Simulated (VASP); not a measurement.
# TaS2 in VASP: settings compared

Aim: see how the results for TaS2 move with the level of theory and the settings. Levels: PBEsol, PBE. Tasks: single point.

Program: VASP 6.6.1. These are calculated values, not measurements. Logs are shortened: lines on timing, memory, paths and dates and some standing lists are left out, and cuts for length are marked.

### 1 The structure

The cell holds a slab with vacuum, 3 atoms: a = 3.350 Å, b = 3.350 Å, c = 20.930 Å, α = 90.00°, β = 90.00°, γ = 120.00°.

### 2 Single point, PBEsol

The input, INCAR:

```
ALGO = Normal ; DIPOL = 0.5 0.5 0.500
EDIFF = 1E-7 ; ENCUT = 460
GGA = PS ; IDIPOL = 3
ISIF = 2 ; ISMEAR = 1
LASPH = T ; LCHARG = F
LDIPOL = T ; LREAL = F
LVACPOTAV = T ; LVHAR = T
LWAVE = F ; NBANDS = 22
NELM = 120 ; PREC = Accurate
SIGMA = 0.1
```

The input, KPOINTS:

```
k-points
0
Gamma
  14 14 1
```

The input, POSCAR:

```
TaS2
1.0
    3.3500000000      0.0000000000      0.0000000000
   -1.6750000000      2.9011851000      0.0000000000
    0.0000000000      0.0000000000     20.9300000000
S Ta
2 1
Direct
    0.6666666667      0.3333333333      0.4300047778
    0.3333333333      0.6666666667      0.5699952222
    0.0000000000      0.0000000000      0.5000000000
```

Potentials or basis: VASP PAW PBE potentials, release 64 (S, Ta_pv).

Run with:

```bash
cat potpaw_PBE.64/S/POTCAR potpaw_PBE.64/Ta_pv/POTCAR > POTCAR
mpirun -np 1 vasp_std > vasp.out
```

OUTCAR:

```text
EDIFF = 1E-7
   ENCUT = 460
   GGA = PS
   ISIF = 2
   ISMEAR = 1
   LASPH = T
   LREAL = F
   NELM = 120
   PREC = Accurate

 Found     24 irreducible k-points:

 Following reciprocal coordinates:
            Coordinates               Weight
  0.000000  0.000000  0.000000      1.000000
  0.071429 -0.000000  0.000000      6.000000
  0.142857  0.000000  0.000000      6.000000
  0.214286 -0.000000  0.000000      6.000000
  0.285714 -0.000000  0.000000      6.000000
  0.357143 -0.000000  0.000000      6.000000
   k-points           NKPTS =     24   k-points in BZ     NKDIM =     24   number of bands    NBANDS=     22
   number of dos      NEDOS =    301   number of ions     NIONS =      3
   total plane-waves  NPLWV =  86400
   dimension x,y,z NGX =    24 NGY =   24 NGZ =  150
   dimension x,y,z NGXF=    48 NGYF=   48 NGZF=  300
   ions per type =               2   1
   NGX,Y,Z   is equivalent  to a cutoff of  11.91, 11.91, 11.91 a.u.
   NGXF,Y,Z  is equivalent  to a cutoff of  23.82, 23.82, 23.83 a.u.
 SYSTEM =  unknown system
   PREC   = accura    normal or accurate (medium, high low for compatibility)
   ISTART =      0    job   : 0-new  1-cont  2-samecut
   ICHARG =      2    charge: 1-file 2-atom 10-const
   ISPIN  =      1    spin polarized calculation?
   LNONCOLLINEAR =      F non collinear calculations
   LSORBIT =      F    spin-orbit coupling
   LASPH  =      T    aspherical Exc in radial PAW
   ENCUT  =  460.0 eV  33.81 Ry    5.81 a.u.   5.86  5.86 36.60*2*pi/ulx,y,z
   NELM   =    120;   NELMIN=  2; NELMDL= -5     # of ELM steps
   EDIFF  = 0.1E-06   stopping-criterion for ELM
   LREAL  =      F    real-space projection
   EDIFFG = 0.1E-05   stopping-criterion for IOM
   NSW    =      0    number of steps for IOM
   IBRION =     -1    ionic relax: 0-MD 1-quasi-New 2-CG
   NFREE  =      0    steps in history (QN), initial steepest desc. (CG)
   ISIF   =      2    stress and relaxation
   ISYM   =      2    0-nonsym 1-usesym 2-fastsym
   POTIM  = 0.5000    time-step for ionic-motion
   TEBEG  =    0.0;   TEEND  =   0.0 temperature during run
   PSTRESS=    0.0 pullay stress
   NELECT =      23.0000    total number of electrons
   NUPDOWN=      -1.0000    fix difference up-down
   EMIN   =  10.00;   EMAX   =-10.00  energy-range for DOS
   EFERMI =   0.00;   METHOD = LEGACY
   ISMEAR =     1;   SIGMA  =   0.10  broadening in eV -4-tet -1-fermi 0-gaus
   EFERMI_NEDOS =   21; number of points for ismear=-14 and -15
   IALGO  =     38    algorithm
   IMIX   =      4    mixing-type and parameters
     AMIX     =   0.40;   BMIX     =  1.00
     AMIX_MAG =   1.60;   BMIX_MAG =  1.00
  volume/ion in A,a.u.               =      67.81       457.58
  Fermi-wavevector in a.u.,A,eV,Ry     =   0.791628  1.495959  8.526422  0.626674
  Thomas-Fermi vector in A             =   1.897205
   LORBIT       =      0    0 simple, 1 ext, 2 COOP (PROOUT), +10 PAW based schemes
   GGA     = PS    functional components
   LHFCALC =     F    Hartree Fock is set to
   AEXX    =    0.0000 exact exchange contribution
   IVDW    =     0    specifies the selected vdW correction
   LEPSILON=     F    determine dielectric tensor
   LRPA    =     F    only Hartree local field effects (RPA)
 non-spin polarized calculation
 Methfessel and Paxton  Order N= 1 SIGMA  =   0.10
  energy-cutoff  :      460.00
  volume of cell :      203.42
 maximum number of plane-waves:      4590
 NGX is ok and might be reduce to    24
   NGX = 11   NGY = 11   NGZ = 73

 number of electron      22.9999996 magnetization

 dipolmoment           0.000000      0.000000      0.000000 electrons x Angstroem

 Free energy of the ion-electron system (eV)
  ---------------------------------------------------
  ext. energy  EPLUGINS =         0.00000000
  ---------------------------------------------------
  free energy    TOTEN  =       -24.44732527 eV

  energy without entropy =      -24.44625572  energy(sigma->0) =      -24.44696875

 E-fermi :  -2.0484     XC(G=0):  -3.4291

 val. band max:       -2.0795367617   @ k =   0.3571   0.1429   0.0000
 cond. band min:      -1.9872366072   @ k =   0.1429   0.0714   0.0000
 fundamental gap:      0.0923001546
 Fermi energy:        -2.0484033821

 k-point     1 :       0.0000    0.0000    0.0000
  band No.  band energies     occupation
      1     -37.2954      2.00000
      2     -37.2723      2.00000
      3     -37.2723      2.00000
      4     -17.0582      2.00000
      5     -15.3227      2.00000
      6      -8.4525      2.00000
[... 14 lines left out ...]
     21       4.3567      0.00000
     22       4.3634      0.00000

 k-point     2 :       0.0714   -0.0000    0.0000
  band No.  band energies     occupation
      1     -37.2925      2.00000
      2     -37.2877      2.00000
      3     -37.2758      2.00000
      4     -16.9764      2.00000
      5     -15.3196      2.00000
      6      -8.3606      2.00000
[... 14 lines left out ...]
     21       4.5094      0.00000
     22       4.5400      0.00000

 k-point     3 :       0.1429    0.0000    0.0000
  band No.  band energies     occupation
      1     -37.3310      2.00000
      2     -37.2856      2.00000
      3     -37.2841      2.00000
      4     -16.7411      2.00000
      5     -15.3103      2.00000
      6      -8.0990      2.00000
[... 14 lines left out ...]
     21       4.8767      0.00000
     22       5.0572      0.00000

 k-point     4 :       0.2143   -0.0000    0.0000
  band No.  band energies     occupation
      1     -37.3928      2.00000
      2     -37.2998      2.00000
      3     -37.2720      2.00000
      4     -16.3844      2.00000
      5     -15.2922      2.00000
      6      -7.7602      2.00000
[... 14 lines left out ...]
     21       5.0865      0.00000
     22       5.4760      0.00000

 k-point     5 :       0.2857   -0.0000    0.0000
  band No.  band energies     occupation
      1     -37.4604      2.00000
      2     -37.3154      2.00000
      3     -37.2586      2.00000
      4     -15.9744      2.00000
      5     -15.2453      2.00000
      6      -7.8038      2.00000
[... 14 lines left out ...]
     21       4.9352      0.00000
     22       5.8035      0.00000

 k-point     6 :       0.3571   -0.0000    0.0000
  band No.  band energies     occupation
      1     -37.5205      2.00000
      2     -37.3295      2.00000
      3     -37.2464      2.00000
      4     -15.6581      2.00000
      5     -15.0935      2.00000
      6      -8.3155      2.00000
[... 14 lines left out ...]
     21       5.5893      0.00000
     22       6.4663      0.00000

 [... further k-points ...]

------------------------ aborting loop because EDIFF is reached ----------------------------------------

  FORCE on cell =-STRESS in cart. coord.  units (eV):
  Direction    XX          YY          ZZ          XY          YZ          ZX
  --------------------------------------------------------------------------------------
  -------------------------------------------------------------------------------------
  Total        1.0175281      1.0175281      2.8884722     -0.0000000     -0.0000000      0.0000000
  in kB        8.0143353      8.0143353     22.7504141     -0.0000000     -0.0000000      0.0000000
  external PRESSURE =      12.9263616 kB  Pullay stress =       0.0000000 kB

 VOLUME and BASIS-vectors are now :
 -----------------------------------------------------------------------------
  energy-cutoff  :      460.00
  volume of cell :      203.42
      direct lattice vectors                 reciprocal lattice vectors
     3.350000000  0.000000000  0.000000000     0.298507463  0.172343364  0.000000000
    -1.675000000  2.901185100  0.000000000     0.000000000  0.344686728  0.000000000
     0.000000000  0.000000000 20.930000000     0.000000000  0.000000000  0.047778309

 POSITION                                       TOTAL-FORCE (eV/Angst)
 -----------------------------------------------------------------------------------
      1.67500      0.96706      9.00000         0.000000     -0.000000     -0.995140
     -0.00000      1.93412     11.93000        -0.000000      0.000000      0.995140
      0.00000      0.00000     10.46500        -0.000000     -0.000000      0.000000
 -----------------------------------------------------------------------------------
    total drift:                               -0.000000      0.000000      0.000000

  FREE ENERGIE OF THE ION-ELECTRON SYSTEM (eV)
  ---------------------------------------------------
  free  energy   TOTEN  =       -24.4473252713 eV

  energy  without entropy=      -24.4462557192  energy(sigma->0) =      -24.44696875

 vacuum level on the upper side and lower side of the slab         2.981         2.981
```

stdout:

```text
POSCAR found type information on POSCAR S Ta
 POSCAR found :  2 types and       3 ions
 scaLAPACK will be used
 -----------------------------------------------------------------------------
[... 23 lines left out ...]
|     Did not find any points to average over, which means that no vacuum     |
|     field-free region was found. Please increase the size of  your cell     |
|     in the dimension of the dipole correction to obtain accurate            |
|     workfunction values.                                                    |
|                                                                             |
 -----------------------------------------------------------------------------
```

Run time: 66 s. Hardware: 1 thread of AMD EPYC 9R45 (Zen 5), shared host; peak memory 0.27 GiB.

These settings aren't checked as converged: the numbers below hold their error.

What came out:

| Item | Value |
| --- | --- |
| Free energy | -24.4473 eV |
| Largest force | 0.995 eV/Å |
| Band gap on the k mesh | none (metal or under the smearing width) |
| Work function of the upper face | 5.03 eV |
| Work function of the lower face | 5.03 eV |

Caveat: the PAW data sets were made with another functional, which shifts forces and pressure a little.

### 3 Single point, PBEsol

INCAR is that of step 2.

The input, KPOINTS:

```
k-points
0
Gamma
  17 17 1
```

POSCAR is that of step 2.

Potentials or basis: VASP PAW PBE potentials, release 64 (S, Ta_pv).

Run with:

```bash
cat potpaw_PBE.64/S/POTCAR potpaw_PBE.64/Ta_pv/POTCAR > POTCAR
mpirun -np 1 vasp_std > vasp.out
```

Run time: 87 s. Hardware: 1 thread of AMD EPYC 9R45 (Zen 5), shared host; peak memory 0.29 GiB.

The run converged, but some of its settings lie outside the range that counts as converged, so its numbers aren't taken as properties of the slab.

Results:

- Free energy: -24.4553 eV
- Largest force: 1.014 eV/Å
- Band gap on the k mesh: none (metal or under the smearing width)
- Work function of the upper face: 5.08 eV
- Work function of the lower face: 5.08 eV

Caveat: the PAW data sets were made with another functional, which shifts forces and pressure a little.

### 4 Single point, PBE

This run uses another cell than the first one, of 18.98 Å³/atom, 0.280 times its volume.

The input, INCAR:

```
SYSTEM = TaS2
PREC     = Accurate       ! precision mode
ENCUT    = 520            ! plane-wave cutoff, eV
EDIFF    = 1E-6           ! SCF threshold, eV
ISMEAR   = 0              ! smearing method
SIGMA    = 0.011          ! smearing width, eV
LREAL    = .FALSE.        ! projectors in reciprocal space
LASPH    = .TRUE.         ! aspherical terms in the spheres
NELM     = 80             ! most SCF steps
ALGO     = Fast           ! electronic algorithm
ISIF     = 2              ! what is computed and relaxed
LWAVE    = .FALSE.        ! write WAVECAR
LCHARG   = .FALSE.        ! write CHGCAR
GGA      = PE             ! functional
NBANDS   = 18             ! bands
```

The input, KPOINTS:

```
Automatic mesh
0
G
  9 9 5
  0 0 0
```

The input, POSCAR:

```
TaS2
1.0
    3.3500000000      0.0000000000      0.0000000000
   -1.6750000000      2.9011851027      0.0000000000
    0.0000000000      0.0000000000      5.8600000000
Ta S
1 2
Direct
    0.0000000000      0.0000000000      0.0000000000
    0.6666666667      0.3333333333      0.7500000000
    0.3333333333      0.6666666667      0.2500000000
```

Potentials or basis: VASP PAW PBE potentials, release 64 (Ta_pv, S).

Run with:

```bash
cat potpaw_PBE.64/Ta_pv/POTCAR potpaw_PBE.64/S/POTCAR > POTCAR
mpirun -np 1 vasp_std > vasp.out
```

It took 28 s on 1 thread of AMD EPYC 9R45 (Zen 5), shared host; peak memory 0.18 GiB.

The run converged. Its results:

```
Free energy            : -23.0125 eV
Pressure               : 9.1 GPa
Largest force          : 1.268 eV/Å
Band gap on the k mesh : none (metal or under the smearing width)
```

Forces in eV/Å, atoms in the order of the input:
```
Ta   0.000  0.000  0.000
S    0.000  0.000 -1.268
S    0.000  0.000  1.268
```

Stress tensor (GPa, compression positive):
```
 7.40  0.00  0.00
 0.00  7.40  0.00
 0.00  0.00 12.59
```

Levels at points of the mesh, in eV from the Fermi level:
```tsv
k point	band 9	band 10	band 11	band 12	band 13	band 14
(0.00, 0.00, 0.00)	-1.34	-0.79	-0.79	0.03	0.03	0.28
```

Caveat: this functional lacks dispersion, which binds the layers, so the pressure and a relaxed spacing across them are unreliable; forces of over 1 eV/Å show positions far from the minimum, so gaps and moduli don't describe the material at rest.

### 5 The reference run

An earlier run on the cell as given: functional PBE; potentials or basis VASP PAW PBE potentials, release 64 (Ta_pv, S); cutoff 520 eV; k mesh 9 × 9 × 5; occupations fermi-dirac, width 0.05 eV; no spin polarisation.

- Pressure: 9.2 GPa
- Largest force: 1.243 eV/Å
- Band gap on the k mesh: none (metal or under the smearing width)
